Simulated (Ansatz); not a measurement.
**MgO at 4 GPa: from Born charge to LO–TO splitting and polaron coupling**

These are results of DFT PBE, scalar-relativistic, plane waves, PAW in Ansatz, not measurements. Cutoff 420 eV, 10×10×10 k-points (Γ-centred), fixed occupations. No spin polarisation. Phonons by linear response, acoustic sum rule imposed.

The cell, relaxed at 4 GPa:
```
CELL_PARAMETERS angstrom
0.00000 2.10893 2.10893
2.10893 0.00000 2.10893
2.10893 2.10893 0.00000
ATOMIC_POSITIONS crystal
Mg 0.00000 0.00000 0.00000
O 0.50000 0.50000 0.50000
```

Linear response gives ν_TO = 388.3 cm⁻¹, Born charges ±1.987 e (positive on Mg) and ε∞ = 3.209. The primitive cell holds 18.759 Å³, and the masses are 24.305 and 15.999 amu.

Question: Find ν_LO and the static dielectric constant.

Answer: The long-wave field adds a restoring force: ω_LO² − ω_TO² = Z*²e²/(ε_vac ε∞ μV). In these units ν_LO² − ν_TO² = 4.92064×10⁷ Z*²/(μ V ε∞) cm⁻², with μ = m₁m₂/(m₁ + m₂) = 9.648 amu: 334652 cm⁻². So ν_LO = √(388.3² + 334652) = 696.7 cm⁻¹, and the run gives 696.8. Lyddane–Sachs–Teller then gives ε0 = ε∞ (ν_LO/ν_TO)² = 10.33, against 10.33 in the run (it forms both from the same three quantities, so the match checks the arithmetic only). Between ν_TO and ν_LO the dielectric function is negative and an undamped crystal reflects fully: a reststrahlen band from 14.4 to 25.8 μm.

Question: What do the Clausius–Mossotti polarisability and the Szigeti charge come to?

Answer: With the Lorentz local field, α = (3V/4π)(ε∞ − 1)/(ε∞ + 2) = 1.90 Å³ for the pair, and e_S = 3Z*/(ε∞ + 2) = 1.14 e. The Born charge includes the electrons' response to the dipole's own local field, and e_S takes that enhancement out. The Lorentz field assumes point-like polarisable ions, a fair picture at this small ε∞.

Question: How strongly does a slow electron couple to the LO mode?

Answer: For one isotropic parabolic band, Fröhlich's constant is α_F = (1/ε∞ − 1/ε0) √(m* Ry/ħω_LO), with Ry = 13.606 eV, ħω_LO = 86.4 meV and m* in free-electron masses: α_F = 0.2148 × 12.55 × √m* = 2.70 √m*. The band mass isn't part of this run; for m* = 0.1, 0.3 and 1 it gives 0.85, 1.48, 2.70. In weak coupling the polaron lies α_F ħω_LO below the band edge (128 meV at m* = 0.3) with a mass m*(1 + α_F/6); past α_F of about 5 or 6 that expansion fails. A semilocal functional's ε∞ tends to be too large, which taken alone lowers α_F.

Cost: 1 run of about 0.2 core-minutes, on Arm Neoverse V1 (shared hosts).

The Born charge of 1.987 e lies close to the formal ionic value, as expected for closed-shell ions with little charge transfer during the vibration. The wide LO–TO splitting follows from this large dynamical charge acting on light ions in a small cell, with only weak electronic screening. Most of the static dielectric response therefore comes from the lattice. The smaller Szigeti charge reflects short-range deformation of the overlapping electron shells and shouldn't be read as a static charge on the ions.

The TO frequency falls slightly below the measured ambient value, although compression should raise it. PBE's tendency to overestimate the volume is the likely cause, and the soft mode also pushes ε0 upward.

The conduction-band edge of MgO is dispersive and largely s-like, so electrons probably form large polarons at weak to intermediate coupling. That picture doesn't carry over to holes in the flatter O 2p bands, where short-range lattice distortion can favour self-trapping.
